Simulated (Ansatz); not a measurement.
Write the native input for Ansatz 0.2.0 that does the following.

* Task: relaxation of cell and atoms
* Functional: PBEsol
* Potentials or basis: Ansatz PAW
* Cutoff: 420 eV (not typed: the program's choice for these potentials)
* k mesh: 12 × 12 × 4
* Occupations: fermi-dirac, width 0.05 eV
* Spin: no spin polarisation

C:

```
CELL_PARAMETERS angstrom
2.52210 0.00000 0.00000
-1.26105 2.18420 0.00000
0.00000 0.00000 8.23710
ATOMIC_POSITIONS crystal
C 0.66667 0.33333 0.84375
C 0.33333 0.66667 0.34375
C 0.66667 0.33333 0.65625
C 0.33333 0.66667 0.15625
C 0.00000 0.00000 0.90625
C 0.00000 0.00000 0.40625
C 0.00000 0.00000 0.59375
C 0.00000 0.00000 0.09375
```

This is a hexagonal form of diamond, not graphite.

One way to write it, as run:

input.yaml

```yaml
crystal:
  lattice:
    - [2.5221, 0.0, 0.0]
    - [-1.26105, 2.1842026709, 0.0]
    - [0.0, 0.0, 8.2371]
  atoms:
    - { symbol: C, position: [0.6666666667, 0.3333333333, 0.84375] }
    - { symbol: C, position: [0.3333333333, 0.6666666667, 0.34375] }
    - { symbol: C, position: [0.6666666667, 0.3333333333, 0.65625] }
    - { symbol: C, position: [0.3333333333, 0.6666666667, 0.15625] }
    - { symbol: C, position: [0.0, 0.0, 0.90625] }
    - { symbol: C, position: [0.0, 0.0, 0.40625] }
    - { symbol: C, position: [0.0, 0.0, 0.59375] }
    - { symbol: C, position: [0.0, 0.0, 0.09375] }
hamiltonian:
  xc: pbesol
  pseudopotentials: { kind: paw }
kpoints:
  mp_grid: { grid: [12, 12, 4] }
scf:
  occupations: { method: fermi_dirac, width: 0.05 }
output:
  forces: true
  stress: true
  eigenvalues: true
  write_density: true
  write_potential: true
  elf: true
  volumetric_format: npy
relax:
  f_tol: 0.01
  max_steps: 40
  cell: { stress_tol: 0.05 }
```

Potentials or basis: Ansatz PAW.

Command:

```sh
$ ansatz run input.yaml --threads 4 --pin off --max-ram 11264MiB --backend cpu --events-out ev --progress --plain --runs-dir out
```

It gave:

- Relaxed volume: 5.62 Å³/atom
- Relaxed cell: a = 2.505 Å, b = 2.505 Å, c = 8.265 Å, α = 90.00°, β = 90.00°, γ = 120.00°
- Space group after relaxing (to 0.05 Å): P6_3/mmc (No. 194)
- Energy gained by relaxing: 3.2 meV/atom
- Ionic steps: 7
- Pressure after relaxing: 0.0 GPa
- Band gap on the k mesh: 4.44 eV, indirect (least direct gap 5.27 eV)

Caveat: the plane-wave basis is chosen anew once the cell has moved, so the energies of steps on either side of that aren't comparable; the pressure holds a Pulay correction of +1.0 GPa for the finite cutoff; the PAW data sets come from PBE, with cores solved anew for the run's functional, which leaves a small shift of forces and pressure.

Run time: 8.2 s on 4 threads of Intel(R) Xeon(R) Platinum 8259CL CPU @ 2.50GHz (Skylake/Cascade Lake), on a shared host, peak memory 0.43 GiB.
